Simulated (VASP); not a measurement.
# Sn2O (P4_2/mnm) in VASP: single point with r2SCAN

Aim: the single point of Sn2O with r2SCAN.

Everything below comes from runs of VASP 6.6.1. Logs are shortened: lines on timing, memory, paths and dates and some standing lists are left out, and cuts for length are marked.

**1. The crystal as given**

Symmetry: P4_2/mnm, No. 136, tetragonal system. Conventional cell: a = 5.796 Å, b = 5.796 Å, c = 3.733 Å, α = 90.00°, β = 90.00°, γ = 90.00°. Around Sn (site symmetry m2m) lie 3 O at 2.45 to 2.51 Å. O (site symmetry mmm) has 6 Sn at 2.45 to 2.51 Å as nearest neighbours.

The cell was built by a generator and needn't be a form met in nature.

**2. Single point, r2SCAN**

Input file POSCAR:

```
Sn2O
1.0
    5.7959285464      0.0000000000      0.0000000000
    0.0000000000      5.7959285464      0.0000000000
    0.0000000000      0.0000000000      3.7331633802
Sn O
4 2
Direct
    0.3060000000      0.3060000000      0.0000000000
    0.1940000000      0.8060000000      0.5000000000
    0.6940000000      0.6940000000      0.0000000000
    0.8060000000      0.1940000000      0.5000000000
    0.0000000000      0.0000000000      0.0000000000
    0.5000000000      0.5000000000      0.5000000000
```

Input file INCAR.step1:

```
SYSTEM = Sn2O
PREC = Accurate ; ENCUT = 520
ISMEAR = 0 ; SIGMA = 0.1
LREAL = .FALSE. ; LASPH = .TRUE.
NELM = 100 ; NBANDS = 43
GGA = PE ; ALGO = Normal
EDIFF = 1E-4 ; LWAVE = .TRUE.
LCHARG = .FALSE.
```

Input file INCAR.step2:

```
SYSTEM = Sn2O
PREC = Accurate ; ENCUT = 520
EDIFF = 1E-7 ; ISMEAR = 0
SIGMA = 0.1 ; LREAL = .FALSE.
LASPH = .TRUE. ; NELM = 100
ALGO = Normal ; ISIF = 2
LWAVE = .FALSE. ; LCHARG = .TRUE.
METAGGA = R2SCAN ; LMIXTAU = .TRUE.
LELF = .TRUE. ; LVHAR = .TRUE.
NBANDS = 43 ; ISTART = 1
```

Input file KPOINTS:

```
regular mesh
0
G
  4 4 6
  0 0 0
```

Potentials or basis: VASP PAW PBE potentials, release 64 (Sn_d, O).

Command:

```sh
$ cat potpaw_PBE.64/Sn_d/POTCAR potpaw_PBE.64/O/POTCAR > POTCAR
$ cp INCAR.step1 INCAR
$ mpirun -np 1 vasp_std > vasp.out
$ cp INCAR.step2 INCAR
$ mpirun -np 1 vasp_std > vasp.out
```

OUTCAR:

```text
SYSTEM = Sn2O
   PREC = Accurate
   ENCUT = 520
   EDIFF = 1E-7
   ISMEAR = 0
   LREAL = .FALSE.
   LASPH = .TRUE.
   NELM = 100
   ISIF = 2
   METAGGA = R2SCAN
   ISTART = 1

 ion  position               nearest neighbor table
   1  0.306  0.306  0.000-   6 2.45   6 2.45   5 2.51   3 3.18   4 3.51   2 3.51   4 3.51   2 3.51
                             2 3.51   2 3.51   4 3.51   4 3.51
   2  0.194  0.806  0.500-   5 2.45   5 2.45   6 2.51   4 3.18   1 3.51   1 3.51   3 3.51   3 3.51
                             1 3.51   1 3.51   3 3.51   3 3.51
   3  0.694  0.694  0.000-   6 2.45   6 2.45   5 2.51   1 3.18   4 3.51   2 3.51   4 3.51   2 3.51
                             4 3.51   4 3.51   2 3.51   2 3.51
   4  0.806  0.194  0.500-   5 2.45   5 2.45   6 2.51   2 3.18   3 3.51   1 3.51   3 3.51   1 3.51
                             3 3.51   3 3.51   1 3.51   1 3.51
   5  0.000  0.000  0.000-   2 2.45   4 2.45   2 2.45   4 2.45   3 2.51   1 2.51
   6  0.500  0.500  0.500-   1 2.45   3 2.45   1 2.45   3 2.45   2 2.51   4 2.51

  LATTYP: Found a simple tetragonal cell.
 ALAT       =     5.7959285464
 C/A-ratio  =     0.6441010013

  Lattice vectors:

 A1 = (   5.7959285464,   0.0000000000,   0.0000000000)
 A2 = (   0.0000000000,   5.7959285464,   0.0000000000)
 A3 = (   0.0000000000,   0.0000000000,   3.7331633802)

Analysis of symmetry for initial positions (statically):
=====================================================================
 Subroutine PRICEL returns:
 Original cell was already a primitive cell.

 Routine SETGRP: Setting up the symmetry group for a
 simple tetragonal supercell.

 Subroutine GETGRP returns: Found 16 space group operations
 (whereof  8 operations were pure point group operations)
 out of a pool of 16 trial point group operations.

The static configuration has the point symmetry D_2h.
 The point group associated with its full space group is D_4h.

Analysis of symmetry for dynamics (positions and initial velocities):
=====================================================================
 Subroutine PRICEL returns:
 Original cell was already a primitive cell.

 Routine SETGRP: Setting up the symmetry group for a
 simple tetragonal supercell.

 Subroutine GETGRP returns: Found 16 space group operations
 (whereof  8 operations were pure point group operations)
 out of a pool of 16 trial point group operations.

The dynamic configuration has the point symmetry D_2h.
 The point group associated with its full space group is D_4h.

 Subroutine INISYM returns: Found 16 space group operations
 (whereof  8 operations are pure point group operations),
[... 108 lines left out ...]
   NFREE  =      0    steps in history (QN), initial steepest desc. (CG)
   ISIF   =      2    stress and relaxation
   ISYM   =      2    0-nonsym 1-usesym 2-fastsym
   POTIM  = 0.5000    time-step for ionic-motion
   TEBEG  =    0.0;   TEEND  =   0.0 temperature during run
   PSTRESS=    0.0 pullay stress
   NELECT =      68.0000    total number of electrons
   NUPDOWN=      -1.0000    fix difference up-down
   EMIN   =  10.00;   EMAX   =-10.00  energy-range for DOS
   EFERMI =   0.00;   METHOD = LEGACY
   ISMEAR =     0;   SIGMA  =   0.10  broadening in eV -4-tet -1-fermi 0-gaus
   EFERMI_NEDOS =   21; number of points for ismear=-14 and -15
   IALGO  =     38    algorithm
   IMIX   =      4    mixing-type and parameters
     AMIX     =   0.40;   BMIX     =  1.00
     AMIX_MAG =   1.60;   BMIX_MAG =  1.00
  volume/ion in A,a.u.               =      20.90       141.05
  Fermi-wavevector in a.u.,A,eV,Ry     =   1.334966  2.522719 24.247399  1.782134
  Thomas-Fermi vector in A             =   2.463706
   LORBIT       =      0    0 simple, 1 ext, 2 COOP (PROOUT), +10 PAW based schemes
   METAGGA = R2SCAN    functional components
   LHFCALC =     F    Hartree Fock is set to
   AEXX    =    0.0000 exact exchange contribution
   IVDW    =     0    specifies the selected vdW correction
   LEPSILON=     F    determine dielectric tensor
   LRPA    =     F    only Hartree local field effects (RPA)
 non-spin polarized calculation
 Gauss-broadening in eV      SIGMA  =   0.10
  energy-cutoff  :      520.00
  volume of cell :      125.41
 maximum number of plane-waves:      3406
 NGX is ok and might be reduce to    48
   NGX = 21   NGY = 21   NGZ = 13

 number of electron      68.0000001 magnetization

 Free energy of the ion-electron system (eV)
  ---------------------------------------------------
  ext. energy  EPLUGINS =         0.00000000
  ---------------------------------------------------
  free energy    TOTEN  =      -112.14536296 eV

  energy without entropy =     -112.13501041  energy(sigma->0) =     -112.14018669

 E-fermi :   7.5854     XC(G=0): -11.1050

 val. band max:        7.4859526479   @ k =   0.2500   0.2500   0.1667
 cond. band min:       7.5901419156   @ k =   0.2500   0.2500   0.0000
 fundamental gap:      0.1041892678
 Fermi energy:         7.5854165129

 k-point     1 :       0.0000    0.0000    0.0000
  band No.  band energies     occupation
      1     -15.0905      2.00000
      2     -15.0708      2.00000
      3     -15.0108      2.00000
      4     -14.9205      2.00000
      5     -14.9205      2.00000
      6     -14.9188      2.00000
[... 1093 lines left out ...]
     42      13.2193      0.00000
     43      13.3504      0.00000

------------------------ aborting loop because EDIFF is reached ----------------------------------------

  FORCE on cell =-STRESS in cart. coord.  units (eV):
  Direction    XX          YY          ZZ          XY          YZ          ZX
  --------------------------------------------------------------------------------------
  -------------------------------------------------------------------------------------
  Total        1.2264993      1.2264993      0.0684690     -0.0000000      0.0000000      0.0000000
  in kB       15.6694890     15.6694890      0.8747452     -0.0000000      0.0000000      0.0000000
  external PRESSURE =      10.7379078 kB  Pullay stress =       0.0000000 kB

 VOLUME and BASIS-vectors are now :
 -----------------------------------------------------------------------------
  energy-cutoff  :      520.00
  volume of cell :      125.41
      direct lattice vectors                 reciprocal lattice vectors
     5.795928546  0.000000000  0.000000000     0.172534908  0.000000000  0.000000000
     0.000000000  5.795928546  0.000000000     0.000000000  0.172534908  0.000000000
     0.000000000  0.000000000  3.733163380     0.000000000  0.000000000  0.267869337

 POSITION                                       TOTAL-FORCE (eV/Angst)
 -----------------------------------------------------------------------------------
      1.77355      1.77355      0.00000        -0.337395     -0.337395      0.000000
      1.12441      4.67152      1.86658         0.337395     -0.337395      0.000000
      4.02237      4.02237      0.00000         0.337395      0.337395      0.000000
      4.67152      1.12441      1.86658        -0.337395      0.337395      0.000000
      0.00000      0.00000      0.00000         0.000000     -0.000000      0.000000
      2.89796      2.89796      1.86658         0.000000     -0.000000      0.000000
 -----------------------------------------------------------------------------------
    total drift:                                0.000000      0.000000     -0.000000

  FREE ENERGIE OF THE ION-ELECTRON SYSTEM (eV)
  ---------------------------------------------------
  free  energy   TOTEN  =      -112.1453629628 eV

  energy  without entropy=     -112.1350104148  energy(sigma->0) =     -112.14018669
```

OUTCAR.step1:

```text
SYSTEM = Sn2O
   PREC = Accurate
   ENCUT = 520
   ISMEAR = 0
   LREAL = .FALSE.
   LASPH = .TRUE.
   NELM = 100
[... 1345 lines left out ...]
      4.67152      1.12441      1.86658        -0.371668      0.371668      0.000000
      0.00000      0.00000      0.00000         0.000000      0.000000      0.000000
      2.89796      2.89796      1.86658         0.000000      0.000000      0.000000
 -----------------------------------------------------------------------------------
    total drift:                                0.000000      0.000000     -0.000000

  FREE ENERGIE OF THE ION-ELECTRON SYSTEM (eV)
  ---------------------------------------------------
  free  energy   TOTEN  =       -27.2145815689 eV

  energy  without entropy=      -27.2035487680  energy(sigma->0) =      -27.20906517
```

Wall time 5 min (1 thread of Intel Xeon Platinum 8488C (Sapphire Rapids), shared host); peak memory 0.3 GiB.

What came out:

| Property | Result |
| --- | --- |
| Free energy | -112.1454 eV |
| Pressure | 1.1 GPa |
| Largest force | 0.477 eV/Å |
| Band gap on the k mesh | none (metal or under the smearing width) |

Forces in eV/Å, atoms in the order of the input:
```
Sn  -0.337 -0.337  0.000
Sn   0.337 -0.337  0.000
Sn   0.337  0.337  0.000
Sn  -0.337  0.337  0.000
O    0.000  0.000  0.000
O    0.000  0.000  0.000
```

Caveat: the PAW data sets were made with another functional, which shifts forces and pressure a little.
